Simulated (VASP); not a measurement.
Set up this calculation in VASP 6.6.1, as the native input.

```
Task                   : single point
Functional             : PBE
Potentials or basis    : VASP PAW PBE potentials, release 64 (Pb_d, Se)
Cutoff                 : 520 eV
k mesh                 : 6 × 6 × 1
Occupations            : gaussian, width 0.03 eV
Spin                   : no spin polarisation
Dipole correction      : yes
Further INCAR settings : ALGO = Normal; EDIFF = 1e-07; NBANDS = 61
```

The structure of PbSe lies in POSCAR:

```
PbSe
1.0
    4.3965523800      0.0000000000      0.0000000000
    0.0000000000      4.3965523800      0.0000000000
    0.0000000000      0.0000000000     27.4353280000
Pb Se
5 5
Direct
    0.5000000000      0.5000000000      0.2733701600
    0.0000000000      0.0000000000      0.3866850800
    0.5000000000      0.5000000000      0.5000000000
    0.0000000000      0.0000000000      0.6133149200
    0.5000000000      0.5000000000      0.7266298400
    0.0000000000      0.0000000000      0.2733701600
    0.5000000000      0.5000000000      0.3866850800
    0.0000000000      0.0000000000      0.5000000000
    0.5000000000      0.5000000000      0.6133149200
    0.0000000000      0.0000000000      0.7266298400
```

The input as run:

INCAR

```
SYSTEM = PbSe
ALGO = Normal ; DIPOL = 0.5 0.5 0.500
EDIFF = 1E-7 ; ENCUT = 520
GGA = PE ; ICORELEVEL = 1
IDIPOL = 3 ; ISIF = 2
ISMEAR = 0 ; KPAR = 2
LASPH = .True. ; LCHARG = .False.
LDIPOL = .True. ; LREAL = .False.
LVACPOTAV = .True. ; LVHAR = .True.
LWAVE = .False. ; NBANDS = 61
NELM = 80 ; PREC = Accurate
SIGMA = 0.03
```

KPOINTS

```
k-points
0
Gamma
  6 6 1
  0 0 0
```

Potentials or basis: VASP PAW PBE potentials, release 64 (Pb_d, Se).

The run is started by

```sh
$ cat potpaw_PBE.64/Pb_d/POTCAR potpaw_PBE.64/Se/POTCAR > POTCAR
$ mpirun -np 2 vasp_std > vasp.out
```

Results of the run:

- Largest force: 0.402 eV/Å
- Band gap on the k mesh: 0.77 eV, direct
- Ionisation potential of the upper face: 4.46 eV

Caveat: spin-orbit coupling is left out, which as a rule narrows the gap of such compounds by several tenths of an eV.

Wall time 3.6 min on 2 MPI ranks on Intel(R) Xeon(R) 6975P-C (Granite Rapids), with other jobs on the host, peak memory 0.72 GiB a rank.
